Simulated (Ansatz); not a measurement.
System: SnO (puckered monolayer (GeS type)).

The cell holds 4 atoms: 2 Sn and 2 O. Its edges and angles: a = 4.051 Å, b = 3.649 Å, c = 27.900 Å, α = 90.0°, β = 90.0°, γ = 90.0°. Vacuum lies along c.

```xyz
4
Lattice="4.0514 0.0000 0.0000 0.0000 3.6486 0.0000 0.0000 0.0000 27.9000" Properties=species:S:1:pos:R:3
Sn    1.2154    0.0000   15.1198
O     1.2155    1.8243   13.8449
Sn    3.2411    1.8243   12.7802
O    -0.8102    0.0000   14.0551
```

The structure was relaxed with PBE. The runs that relaxed it are not among those shown.

Gaps computed with Ansatz 0.2.0 without a self-energy: PBE 2.93 eV, PBE+SOC 2.92 eV, r2SCAN 3.31 eV and HSE06 3.83 eV.

Q: What gap should G0W0 on PBE give (4×4×1 mesh, 799 empty bands, screening to 90 eV, PAW set soft_1 files)?

About 4.70 eV: on its mesh the run moves the gap from 2.94 eV by +1.76 eV. A band edge moves to another state on the way. Among the scalar-relativistic levels given, HSE06 is nearest (−0.87 eV). Bands and cutoff are finite, so the gap is not at the basis limit. The miss can reach some tenths of an eV and take either sign; the mesh is an error of its own. The mesh in the plane is coarse for a sheet; gap and any exciton binding can still move on denser ones. The many-body steps are scalar-relativistic: spin-orbit coupling is not in them.

[Paths, hosts, dates, memory and timing lines, banners, echoed tables and standing remarks are left out of the program output.]

[Logs are printed without paths, hosts, clocks, repeated set-up lines and the standing remarks that a program may print on its own settings, such as how far it seeks lower states.]

[Runs of the session that timed out or met a known fault of the program may be left out.]

[Cells called generated may have been cut or substituted from an entry of the Crystallography Open Database or the Materials Project.]

[Hosts, paths, dates, database ids (printed as entryN), source tags and the programs' standing remarks are cut or masked in the printed files.]
